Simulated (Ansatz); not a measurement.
## Si (P6_3/mmc), rigid cleavage

These are results of Ansatz, DFT r2SCAN, scalar-relativistic, plane waves, PAW, not measurements. The runs took a 500 eV cutoff, a Γ-centred 8×8×2 mesh and Gaussian smearing (0.05 eV). No spin polarisation. Energies are free energies at this smearing, counted from the undisturbed cell; pressure is positive in compression.

The undisturbed cell (relaxed at this level; this form isn't the usual structure):

```yaml
crystal:
  lattice:
    - [-3.83191, 0.00000, 0.00000]
    - [-1.91595, -3.31853, 0.00000]
    - [0.00000, 0.00000, 12.68364]
  atoms:
    - { symbol: Si, position: [0.33333, 0.33333, 0.65655] }
    - { symbol: Si, position: [0.33333, 0.33333, 0.15655] }
    - { symbol: Si, position: [0.66667, 0.66667, 0.90655] }
    - { symbol: Si, position: [0.66667, 0.66667, 0.40655] }
    - { symbol: Si, position: [0.33333, 0.33333, 0.84345] }
    - { symbol: Si, position: [0.33333, 0.33333, 0.34345] }
    - { symbol: Si, position: [0.66667, 0.66667, 0.09345] }
    - { symbol: Si, position: [0.66667, 0.66667, 0.59345] }
```

The cut lies on the cell's a–b face, a (0 0 1) plane (indices in the standard cell, whose axes needn't be the Cartesian ones shown) of area 12.72 Å², between layers 2.37 Å apart. Vector c is lengthened by d along the normal with the atoms' Cartesian places fixed: one unrelaxed cut a cell.

| d (Å) | energy (J/m²) | traction dE/dd (GPa) | gap on the mesh (eV) |
| --- | --- | --- | --- |
| -0.30 | 0.76 | -61.9 | 0.33 |
| -0.15 | 0.15 | -22.7 | 0.49 |
| 0.00 | 0.00 | 0.0 | 0.61 |
| 0.25 | 0.26 | 17.5 | 0.73 |
| 0.50 | 0.77 | 22.6 | 0.72 |
| 0.75 | 1.34 | 22.4 | 0.56 |
| 1.00 | 1.88 | 20.2 | 0.37 |
| 1.50 | 2.74 | 14.1 | 0.00 |
| 2.00 | 3.28 | 8.3 | 0.00 |
| 3.00 | 3.68 | 1.1 | 0.00 |
| 4.50 | 3.74 | 0.1 | 0.00 |
| 6.00 | 3.74 | 0.0 | 0.00 |

Where the gap reads zero the k-mesh, chosen for the insulator, is on the coarse side.

Cost: 12 runs of about 1.1 core-minutes in all, on AMD EPYC 9R45 (Zen 5) (shared hosts).